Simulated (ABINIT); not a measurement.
Runs of ABINIT 10.8.3 (patched build) on Co. The structure is hexagonal, space group P6_3/mmc (No. 194). Conventional cell: a = 2.472 Å, b = 2.472 Å, c = 4.021 Å, α = 90.00°, β = 90.00°, γ = 120.00°. Co (site symmetry -6m2) has 12 Co at 2.47 Å as nearest neighbours. 

```tsv
task	level	potentials or basis	cell	k mesh	cutoff (eV)	smearing	bands in the sums	broadening (eV)	scissor shift (eV)	tensor components	cell freedom (optcell)	gap on the mesh (eV)	pressure (GPa)	moment (μB)
optical spectrum	LDA	PseudoDojo NC SR LDA v0.4.1 standard	as given	20 × 20 × 12, shifted	1252	fermi-dirac 0.2 eV	23	0.05	0	[11, 33]	-	-	-15.6	(a)
relaxation of cell and atoms	PBEsol	PseudoDojo NC SR PBEsol v0.4.1 standard	relaxed	9 × 9 × 5	1306	fermi-dirac 0.05 eV	-	-	-	-	2	none	0.0	3.05
single point	PBEsol	PseudoDojo NC SR PBEsol v0.4 stringent	as given	9 × 9 × 5	1306	fermi-dirac 0.05 eV	-	-	-	-	-	none	-9.3	3.06
single point	LDA	PseudoDojo NC SR LDA v0.4.1 standard	as given	9 × 9 × 5	1252	fermi-dirac 0.05 eV	-	-	-	-	-	none	(b)	(c)
optical spectrum	PBEsol	PseudoDojo NC SR PBEsol v0.4 stringent	as given	16 × 16 × 10, shifted	1306	methfessel-paxton 0.2 eV	25	0.1	0	[11, 33]	-	-	-8.8	3.13
```

Alike in all rows: spin collinear, ferromagnetic start.

Fill in the values left out.

(a) 2.79; (b) -15.7; (c) 3.03.

Caveats: the intraband (Drude) term is left out (some runs); spectra need much finer meshes, so this one isn't converged (some runs); so large a pressure means that the cell lies far from this level's equilibrium, or that cutoff or potentials fall short (some runs).

A k mesh can miss the band edges.

A gap of «none» marks a metal or a gap under the smearing width.

Not every run made on this cell is shown here.
